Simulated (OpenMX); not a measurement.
AuAl2: changing the volume of the cell

The structure is cubic, space group Fm-3m (No. 225). Conventional cell: a = 6.000 Å, b = 6.000 Å, c = 6.000 Å, α = 90.00°, β = 90.00°, γ = 90.00°. Au (site symmetry m-3m) has 8 Al at 2.60 Å as nearest neighbours. Al (site symmetry -43m) has 4 Au at 2.60 Å as nearest neighbours.

Kept alike: task single point; functional PBE; k mesh 7 × 7 × 7; occupations fermi-dirac, width 0.05 eV; no spin polarisation. Program: OpenMX, OpenMX 2013 PBE set, Au7.0-s3p2d2f1, Al7.0-s2p2d1, grid cutoff 400 Ry. The mesh is that of the run's cell of 3 atoms. No spin-orbit coupling.

| volume of cell, f (times the cell shown) | pressure (GPa) | free energy over the lowest row (meV/atom) |
| --- | --- | --- |
| 0.88 | 24.58 | 182.03 |
| 0.92 | 15.99 | 91.78 |
| 0.96 | ? | 33.94 |
| 1 | 3.62 | 5.80 |
| 1.04 | -0.80 | 0.00 |
| 1.08 | -4.33 | 11.95 |

Pressure is positive in compression. The cell shown is the unstrained one; x, y and z are its Cartesian axes; atoms keep their fractions. For a metal such a mesh leaves the last digits unconverged.

Fit the rows shown and predict the run at 0.96 times the cell shown.

A least-squares parabola through the rows shown is pressure = 384.517 f² - 896.926 f + 515.96 (largest miss 0.253); at f = 0.96 it gives 9.28 GPa. The run gave: pressure 9.15 GPa.
